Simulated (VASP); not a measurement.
Wanted: the native input for a VASP 6.6.1 run.

* Task: single point
* Functional: PBE
* Dispersion: D3(BJ)
* Potentials or basis: VASP PAW PBE potentials, release 64 (Se, In_d)
* Cutoff: 520 eV
* k mesh: 9 × 9 × 1
* Occupations: gaussian, width 0.02 eV
* Spin: no spin polarisation
* Dipole correction: yes
* Further INCAR settings: ALGO = Fast; EDIFF = 1e-06; NBANDS = 27

The structure of InSe lies in POSCAR:

```
InSe
1.0
    4.0369774518      0.0000000000      0.0000000000
   -2.0184887259      3.4961250278      0.0000000000
    0.0000000000      0.0000000000     36.7193937139
Se In
2 2
Direct
    0.0000000000      0.0000000000      0.4270181733
    0.0000000000      0.0000000000      0.5729818267
    0.6666666667      0.3333333333      0.4619371537
    0.6666666667      0.3333333333      0.5380089368
```

One way to write it, as run:

INCAR

```
SYSTEM = InSe
PREC     = Accurate       ! precision mode
ENCUT    = 520            ! plane-wave cutoff, eV
EDIFF    = 1E-6           ! SCF threshold, eV
ISMEAR   = 0              ! smearing method
SIGMA    = 0.02           ! smearing width, eV
LREAL    = .FALSE.        ! projectors in reciprocal space
LASPH    = .TRUE.         ! aspherical terms in the spheres
NELM     = 100            ! most SCF steps
ALGO     = Fast           ! electronic algorithm
ISIF     = 2              ! what is computed and relaxed
LWAVE    = .FALSE.        ! write WAVECAR
LCHARG   = .TRUE.         ! write CHGCAR
LDIPOL   = .TRUE.       
IDIPOL   = 3            
DIPOL    = 0.5 0.5 0.500
GGA      = PE             ! functional
IVDW     = 12             ! dispersion correction
LELF     = .TRUE.         ! ELF
LVHAR    = .TRUE.       
LVACPOTAV= .TRUE.       
NBANDS   = 27             ! bands
```

KPOINTS

```
regular mesh
0
G
  9 9 1
  0 0 0
```

Potentials or basis: VASP PAW PBE potentials, release 64 (Se, In_d).

Launch:

```console
$ cat potpaw_PBE.64/Se/POTCAR potpaw_PBE.64/In_d/POTCAR > POTCAR
$ mpirun -np 1 vasp_std > vasp.out
```

Results of the run:

```json
{
  "Largest force": "0.064 eV/Å",
  "Band gap on the k mesh": "1.57 eV, indirect (least direct gap 1.63 eV)",
  "Dispersion energy per atom": "-0.221 eV",
  "Ionisation potential of the upper face": "5.97 eV"
}
```

Caveat: spin-orbit coupling is left out, which moves the levels of the heavy elements.

It took 7.4 min on 1 thread of Intel(R) Xeon(R) Platinum 8488C (Sapphire Rapids) (shared host), peak memory 0.61 GiB.
